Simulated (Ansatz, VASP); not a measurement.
## Se: VASP beside Ansatz

```xyz
3
Lattice="4.3369 0.0000 0.0000 -2.1684 3.7559 0.0000 0.0000 0.0000 4.9204" Properties=species:S:1:pos:R:3 pbc="T T T"
Se    1.6797    2.9093    0.0000
Se   -0.4888    0.8466    3.2802
Se    0.9775    0.0000    1.6401
```

Change from the starting cell: volume scaled by 0.98.

Alike in both runs: task single point; functional PBEsol; k mesh 7 × 7 × 6; occupations fermi-dirac, width 0.05 eV; no spin polarisation.

|  | VASP | Ansatz |
| --- | --- | --- |
| version | VASP 6.6.1 | Ansatz 0.2.0 |
| potentials or method | VASP PAW PBE potentials, release 64 (Se) | Ansatz PAW |
| plane-wave cutoff (eV) | 520 | 420 |
| valence electrons in the cell | 18 | 48 |

Ansatz gave:

| Item | Value |
| --- | --- |
| gap on the k mesh at the Fermi level (eV) | 1.12 |
| least direct gap on the mesh (eV) | 1.47 |
| pressure (GPa) | 1.4 |
| largest component of the traceless stress (GPa) | 1.45 |
| rms of the force components (eV/Å) | 0.290 |

Question: Which values does VASP return?

Answer: gap on the k mesh at the Fermi level (eV): 1.12; least direct gap on the mesh (eV): 1.46; pressure (GPa): 1.6; largest component of the traceless stress (GPa): 1.53; rms of the force components (eV/Å): 0.319.

Atom by atom the forces differ by 0.029 eV/Å (rms over components). The two sets of potentials don't hold the same shells in valence.

Caveats: the PAW data sets were made with another functional, which shifts forces and pressure a little (VASP); an odd mesh through Γ misses points on the zone boundary, where band edges often lie (VASP); odd divisions of the mesh miss points on the zone boundary, where band edges often lie, so the gap on the mesh can be too wide (Ansatz); the PAW data sets come from PBE, with cores solved anew for the run's functional, which leaves a small shift of forces and pressure (Ansatz).
